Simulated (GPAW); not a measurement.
A run of GPAW 26.7.0 is set up as follows.

The input run.py:

```python
import json
import numpy as np
from ase import Atoms
from ase.calculators.mixing import SumCalculator
from ase.constraints import FixSymmetry
from ase.filters import FrechetCellFilter
from ase.io import write
from ase.optimize import BFGS
from ase.spacegroup import crystal
from dftd3.ase import DFTD3
from phonopy import Phonopy
from phonopy.structure.atoms import PhonopyAtoms
from gpaw import GPAW, PW

# Ga 4a
# P 4c
atoms = crystal(['Ga', 'P'],
                basis=[[0.0, 0.0, 0.0],
                       [0.25, 0.25, 0.25]],
                spacegroup=216, setting=1,  # F-43m
                cellpar=[5.4505, 5.4505, 5.4505, 90.0, 90.0, 90.0],
                primitive_cell=True)

calc = GPAW(mode=PW(600),
            xc='PBE',
            kpts={'size': (8, 8, 8), 'gamma': True},
            occupations={'name': 'fermi-dirac', 'width': 0.05},
            nbands=11,
            convergence={'density': 1e-06, 'eigenstates': 1e-09},
            maxiter=150,
            txt='gpaw.txt')
atoms.calc = SumCalculator([calc, DFTD3(method='pbe', damping='d3zero')])
atoms.set_constraint(FixSymmetry(atoms))
BFGS(FrechetCellFilter(atoms), trajectory='relax.traj', logfile='-').run(fmax=0.005, steps=40)
atoms.set_constraint()
energy = atoms.get_potential_energy()
forces = atoms.get_forces()
stress = atoms.get_stress()
calc.write('gs.gpw')
write('result.traj', atoms)
print('Cell:', atoms.cell.cellpar().round(4))
print(atoms.get_scaled_positions().round(5))

def force_constants(scale):
    unit = PhonopyAtoms(symbols=atoms.get_chemical_symbols(), cell=atoms.cell[:] * scale**(1 / 3),
                        scaled_positions=atoms.get_scaled_positions())
    ph = Phonopy(unit, supercell_matrix=np.diag([1, 1, 1]), primitive_matrix=np.eye(3), symprec=1e-4)
    ph.generate_displacements(distance=0.02)
    forces = []
    for i, sc in enumerate(ph.supercells_with_displacements):
        a = Atoms(sc.symbols, cell=sc.cell, scaled_positions=sc.scaled_positions, pbc=True)
        c = GPAW(mode=PW(510),
                 xc='PBE',
                 kpts={'size': (8, 8, 8), 'gamma': True},
                 occupations={'name': 'fermi-dirac', 'width': 0.05},
                 nbands=11,
                 convergence={'density': 1e-06, 'eigenstates': 1e-09},
                 maxiter=150,
                 txt=f'disp-{scale:.3f}-{i:02d}.txt')
        a.calc = SumCalculator([c, DFTD3(method='pbe', damping='d3zero')])
        f = a.get_forces()
        forces.append(f - f.mean(axis=0))
        print(f'displacement {i}: drift', f.mean(axis=0).round(5), flush=True)
    ph.forces = forces
    ph.produce_force_constants()
    ph.symmetrize_force_constants()
    return ph

qpoints = [[0.0, 0.0, 0.0]]
results = {}
for scale in [1.0]:
    ph = force_constants(scale)
    ph.run_qpoints(qpoints)
    nu = ph.qpoints.frequencies * 33.35641  # THz to cm^-1
    results[f'{scale:.3f}'] = nu.tolist()
    for qp, f in zip(qpoints, nu):
        print(scale, np.round(qp, 4), f.round(2))
json.dump(results, open('phonons.json', 'w'))
```

Potentials or basis: GPAW PAW data sets (gpaw-data 1.2.1), pw.

Run with:

```bash
$ OMP_NUM_THREADS=1 python run.py
```

Problem. What does it give for the highest phonon frequency at Γ, LO-TO splitting left out?

Solution. 360 cm⁻¹.

Problem. Estimate the dispersion energy per atom.

Solution. -0.193 eV.

Problem. Estimate the relaxed cell.

Solution. a = 3.897 Å, b = 3.897 Å, c = 3.897 Å, α = 60.00°, β = 60.00°, γ = 60.00°.

Problem. What does it give for the band gap on the k mesh?

Solution. 1.62 eV, direct.

Problem. Estimate the relaxed volume.

Solution. 20.93 Å³/atom.

Final structure:
```xyz
2
Lattice="0.0000 2.7557 2.7557 2.7557 0.0000 2.7557 2.7557 2.7557 0.0000" Properties=species:S:1:pos:R:3 pbc="T T T"
Ga    0.0000    0.0000    0.0000
P     1.3778    1.3778    1.3778
```

Caveat: the cutoff is short for stress and forces, so pressures can be off by a GPa or more; the data sets keep Ga 3d, Li 1s and Be 1s frozen, and some such compounds lay over 1.5 % in volume off other programs; the LO-TO splitting is left out.

**Measured values to compare with.**

From “Stacking defects in GaP nanowires: Electronic structure and optical properties”, 2018, arxiv:1810.01194, for a bulk crystal of GaP at 10 K: band gap 2.34 eV (indirect).

A measured gap of GaP is 2.34 eV (indirect; 10 K; quoted in “Stacking defects in GaP nanowires: Electronic structure and optical properties”, 2018, arxiv:1810.01194); the calculated 1.62 eV misses it by -0.72 eV. Spin-orbit coupling on Ga is left out. The value is that of PBE+D3 on a finite k mesh, which can miss the band edges, without temperature or zero-point motion. Semilocal functionals fall short of measured gaps as a rule.
